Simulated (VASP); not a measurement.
## A VASP 6.6.1 single-point calculation on BeTe

INCAR

```
NELM = 120
ISIF = 2
ENCUT = 520
NSW = 0
NBANDS = 11
LWAVE = .FALSE.
LASPH = .TRUE.
ISMEAR = -1
SIGMA = 0.02
PREC = Low
LREAL = .FALSE.
LCHARG = .FALSE.
GGA = PE
EDIFF = 1E-7
IBRION = -1
```

KPOINTS

```
KPOINTS created by Atomic Simulation Environment
0
Gamma
8 8 8
0 0 0
```

POSCAR

```
Be Te
 1.0000000000000000
     0.0000000000000000    2.9134823310000000    2.7623335121000001
     2.9134823310000000    0.0000000000000000    2.7623335121000001
     2.9134823310000000    2.9134823310000000    0.0000000000000000
 Be  Te
   1   1
Cartesian
  0.0000000000000000  0.0000000000000000  0.0000000000000000
  1.4567411655000002  1.4567411655000002  1.3811667560500001
```

The recommended PBE PAW datasets give the neutral cell 8 valence electrons.

Command

```
mpirun -np 1 vasp_std
```

OSZICAR

```
N       E                     dE             d eps       ncg     rms          rms(c)
DAV:   1     0.193017398518E+02    0.19302E+02   -0.32118E+03  1298   0.584E+02
DAV:   2    -0.653967382130E+01   -0.25841E+02   -0.24908E+02  1751   0.888E+01
DAV:   3    -0.768664538935E+01   -0.11470E+01   -0.11440E+01  1721   0.198E+01
DAV:   4    -0.769904163213E+01   -0.12396E-01   -0.12395E-01  1564   0.240E+00
DAV:   5    -0.769927824355E+01   -0.23661E-03   -0.23661E-03  1689   0.324E-01    0.384E+00
DAV:   6    -0.762491861493E+01    0.74360E-01   -0.82101E-02  1490   0.114E+00    0.232E+00
DAV:   7    -0.760152069680E+01    0.23398E-01   -0.81674E-02  1523   0.125E+00    0.387E-01
DAV:   8    -0.760227514015E+01   -0.75444E-03   -0.51149E-03  1481   0.403E-01    0.669E-02
DAV:   9    -0.760251252332E+01   -0.23738E-03   -0.28576E-04  1571   0.997E-02    0.254E-02
DAV:  10    -0.760257071470E+01   -0.58191E-04   -0.70868E-05  1480   0.431E-02    0.135E-02
DAV:  11    -0.760257364778E+01   -0.29331E-05   -0.26549E-06  1675   0.976E-03    0.767E-03
DAV:  12    -0.760257540064E+01   -0.17529E-05   -0.36595E-06  1427   0.107E-02    0.335E-03
DAV:  13    -0.760257544080E+01   -0.40166E-07   -0.22600E-08  1547   0.107E-03
   1 F= -.76025754E+01 E0= -.76025754E+01  d E =-.147675E-10
```

Standard output (part)

```
POSCAR found type information on POSCAR BeTe
 POSCAR found :  2 types and       2 ions
 LDA part: xc-table for (Slater+PW92), standard interpolation
 POSCAR, INCAR and KPOINTS ok, starting setup
 WAVECAR not read
 entering main loop
```

From OUTCAR

```
k-points           NKPTS =     59   k-points in BZ     NKDIM =     59   number of bands    NBANDS=     11

   NELECT =       8.0000    total number of electrons

   dimension x,y,z NGX =    24 NGY =   24 NGZ =   24
   dimension x,y,z NGXF=    24 NGYF=   24 NGZF=   24

  energy-cutoff  :      520.00
  volume of cell :       46.90
      direct lattice vectors                 reciprocal lattice vectors
     0.000000000  2.913482331  2.762333512    -0.171615937  0.171615937  0.181006384
     2.913482331  0.000000000  2.762333512     0.171615937 -0.171615937  0.181006384
     2.913482331  2.913482331  0.000000000     0.171615937  0.171615937 -0.181006384

 k-points in reciprocal lattice and weights: KPOINTS created by Atomic Simulation Env
   0.00000000  0.00000000  0.00000000       0.002
   0.12500000 -0.00000000  0.00000000       0.016
   0.25000000 -0.00000000  0.00000000       0.016
   0.37500000 -0.00000000  0.00000000       0.016
   0.50000000 -0.00000000  0.00000000       0.008
   0.12500000  0.12500000  0.00000000       0.004
   0.25000000  0.12500000  0.00000000       0.016
   0.37500000  0.12500000  0.00000000       0.016
   ...

 E-fermi :   5.0980

 k-point     1 :       0.0000    0.0000    0.0000
  band No.  band energies     occupation
      1      -7.4187      2.00000
      2       4.4802      2.00000
      3       4.4802      2.00000
      4       4.7291      2.00000
      5       8.0184      0.00000
      6       8.1557      0.00000
      7       8.2636      0.00000
      8       8.2636      0.00000
      9      12.8149      0.00000
     10      14.2150      0.00000
     11      15.1021      0.00000

 k-point     2 :       0.1250   -0.0000    0.0000
  band No.  band energies     occupation
      1      -7.2813      2.00000
      2       3.3056      2.00000
      3       4.2423      2.00000
      4       4.4620      2.00000
      5       7.9831      0.00000
      6       8.5154      0.00000
      7       8.5734      0.00000
      8       9.4165      0.00000
      9      13.2338      0.00000
     10      13.5062      0.00000
     11      14.0712      0.00000

 k-point     3 :       0.2500   -0.0000    0.0000
  band No.  band energies     occupation
      1      -6.9046      2.00000
      2       1.4113      2.00000
      3       3.7911      2.00000
      4       4.0965      2.00000
      5       7.7238      0.00000
      6       9.0054      0.00000
      7       9.0984      0.00000
      8      11.3445      0.00000
      9      13.3580      0.00000
     10      13.4511      0.00000
     11      13.9341      0.00000

 k-point     4 :       0.3750   -0.0000    0.0000
  band No.  band energies     occupation
      1      -6.4325      2.00000
      2      -0.0768      2.00000
      3       3.4388      2.00000
      4       3.8164      2.00000
      5       7.5150      0.00000
      6       9.0644      0.00000
      7       9.3742      0.00000
      8      12.3996      0.00000
      9      13.9153      0.00000
     10      14.6470      0.00000
     11      14.6697      0.00000

 k-point     5 :       0.5000   -0.0000    0.0000
  band No.  band energies     occupation
      1      -6.1910      2.00000
      2      -0.6679      2.00000
      3       3.3113      2.00000
      4       3.7159      2.00000
      5       7.4386      0.00000
      6       9.0192      0.00000
      7       9.4049      0.00000
      8      12.4168      0.00000
      9      15.1033      0.00000
     10      15.8710      0.00000
     11      16.1027      0.00000

 ...

  Total       -0.7421090     -0.7421090      0.0884146      0.0000000     -0.0000000      0.0000000
  in kB      -25.3540516    -25.3540516      3.0206735      0.0000000     -0.0000000      0.0000000
  external PRESSURE =     -15.8958099 kB  Pullay stress =       0.0000000 kB

 POSITION                                       TOTAL-FORCE (eV/Angst)
 -----------------------------------------------------------------------------------
      0.00000      0.00000      0.00000         0.000000      0.000000     -0.000000
      1.45674      1.45674      1.38117        -0.000000     -0.000000      0.000000
 -----------------------------------------------------------------------------------
    total drift:                                0.000001      0.000001     -0.000000

  FREE ENERGIE OF THE ION-ELECTRON SYSTEM (eV)
  ---------------------------------------------------
  free  energy   TOTEN  =        -7.6025754408 eV

  energy  without entropy=       -7.6025754408  energy(sigma->0) =       -7.60257544
```

It converged. Results: gap between bands v and c on the k mesh 1.71 eV; least direct gap on the k mesh 3.29 eV; pressure -1.6 GPa. Band v is the last that the valence electrons fill when counted band by band, and c is the next.

For comparison, a separate PBE run of the intended cell, on usual settings and not on those above, gives a gap of 1.71 eV on its mesh and a pressure of -1.6 GPa.

The run above took about 9.8 s on one core of a shared host (Intel Xeon Platinum 8488C) and held 0.13 GiB at most.
